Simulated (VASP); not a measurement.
Here is a VASP 6.6.1 calculation.

Contents of INCAR:

```
PREC = Accurate
ENCUT = 600
EDIFF = 1E-7
ISMEAR = 0
SIGMA = 0.03
LREAL = False
LASPH = True
NELM = 80
ALGO = Normal
ISIF = 3
LWAVE = False
LCHARG = False
GGA = PE
IBRION = 2
NSW = 90
EDIFFG = -0.005
```

The input KPOINTS:

```
Automatic mesh
0
Gamma
  8 8 4
```

Contents of POSCAR:

```
Cl                                      
1.0
    3.9104482604     -2.1481138452      0.0000000000
    3.9104482604      2.1481138452     -0.0000000000
    0.0000000000     -0.0000000000      8.3882296809
  Cl            
     4
Direct
     0.8876945279705393    0.1123054720294607    0.1053410622238046
     0.6123054720294607    0.3876945279705391    0.6053410622238043
     0.1123054720294607    0.8876945279705393    0.8946589377761957
     0.3876945279705391    0.6123054720294608    0.3946589377761954
```

Potentials or basis: VASP PAW PBE potentials, release 64 (Cl).

Command:

```console
$ cat potpaw_PBE.64/Cl/POTCAR > POTCAR
$ mpirun -np 1 vasp_std > vasp.out
```

**Question.** Predict the space group after relaxing (to 0.05 Å).

**Answer.** Cmce (No. 64).

**Question.** Estimate the relaxed cell.

**Answer.** a = 4.473 Å, b = 4.473 Å, c = 8.388 Å, α = 90.00°, β = 90.00°, γ = 57.68°.

Forces in eV/Å, atoms in the order of the input:
```
Cl   0.000 -0.002 -0.001
Cl   0.000  0.002 -0.001
Cl   0.000  0.002  0.001
Cl   0.000 -0.002  0.001
```

PBE usually gives volumes a little too large and moduli too small. Zero-point motion and thermal expansion aren't in these numbers.
